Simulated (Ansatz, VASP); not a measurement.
One calculation of Zn, two programs

The input INCAR:

```
SYSTEM = Zn
ALGO     = Fast           ! electronic algorithm
EDIFF    = 1E-6           ! SCF threshold, eV
ENCUT    = 520            ! plane-wave cutoff, eV
GGA      = CA             ! functional
ISIF     = 2              ! what is computed and relaxed
ISMEAR   = 0              ! smearing method
LASPH    = .TRUE.         ! aspherical terms in the spheres
LCHARG   = .FALSE.        ! write CHGCAR
LREAL    = .FALSE.        ! projectors in reciprocal space
LWAVE    = .FALSE.        ! write WAVECAR
NBANDS   = 12             ! bands
NELM     = 60             ! most SCF steps
PREC     = Accurate       ! precision mode
SIGMA    = 0.15           ! smearing width, eV
```

File KPOINTS:

```
k-points
0
G
  22 22 22
  0 0 0
```

POSCAR

```
Zn
1.0
   -1.5847273700      1.5847273700      1.5690370000
    1.5847273700     -1.5847273700      1.5690370000
    1.5533466300      1.5533466300     -1.5690370000
Zn
1
Direct
    0.0000000000      0.0000000000      0.0000000000
```

Input for Ansatz:

```yaml
crystal:
  lattice:
    - [-1.58472737, 1.58472737, 1.569037]
    - [1.58472737, -1.58472737, 1.569037]
    - [1.55334663, 1.55334663, -1.569037]
  atoms:
    - { symbol: Zn, position: [0.0, 0.0, 0.0] }
basis:
  ecutwfc: 420
kpoints:
  mp_grid: { grid: [22, 22, 22] }
hamiltonian:
  xc: lda
scf:
  occupations: { method: gaussian, width: 0.15 }
output:
  forces: true
  stress: true
  eigenvalues: true
```

Change from the starting cell: strain -0.0200 x Voigt [0, 0, 0, 0, 0, 1], atoms carried along.

Alike in both runs: task single point; functional LDA; k mesh 22 × 22 × 22; occupations gaussian, width 0.15 eV; no spin polarisation.

```csv
,VASP,Ansatz
version,VASP 6.6.1,Ansatz 0.2.0
potentials or method,"VASP PAW LDA potentials, release 64 (Zn)","scalar-relativistic, plane waves, PAW"
plane-wave cutoff (eV),520,420
valence electrons in the cell,12,12
```

```csv
,VASP,Ansatz,Ansatz less VASP
gap on the k mesh at the Fermi level (eV),none,none,-
pressure (GPa),-7.9,-8.2,-0.37
largest component of the traceless stress (GPa),0.12,0.13,+0.017
```

A gap of «none» marks a metal or a gap that the smearing closes.
